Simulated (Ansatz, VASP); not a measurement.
# Ir: VASP beside Ansatz

```
Ir
1.0
     0.00000    1.90579    1.90579
     1.90579    0.00000    1.90579
     1.90579    1.90579    0.00000
Ir
1
Direct
  0.00000 0.00000 0.00000
```

Alike in both runs: task single point; functional PBE; k mesh 8 × 8 × 8; occupations gaussian, width 0.1 eV; no spin polarisation.

|  | VASP | Ansatz |
| --- | --- | --- |
| version | VASP 6.6.1 | Ansatz 0.2.0 |
| potentials or method | VASP PAW PBE potentials, release 64 (Ir) | scalar-relativistic, plane waves, PAW |
| plane-wave cutoff (eV) | 520 | 420 |
| valence electrons in the cell | 9 | 17 |

|  | VASP | Ansatz | Ansatz less VASP |
| --- | --- | --- | --- |
| gap on the k mesh at the Fermi level (eV) | none | none | - |
| pressure (GPa) | 20.3 | 19.6 | -0.72 |

A gap of «none» marks a metal or a gap that the smearing closes. The two sets of potentials don't hold the same shells in valence.

Caveats: so large a pressure means that the cell lies far from this level's equilibrium, or that cutoff or potentials fall short (VASP). Spin-orbit coupling is left out, which matters for the levels of Ir.
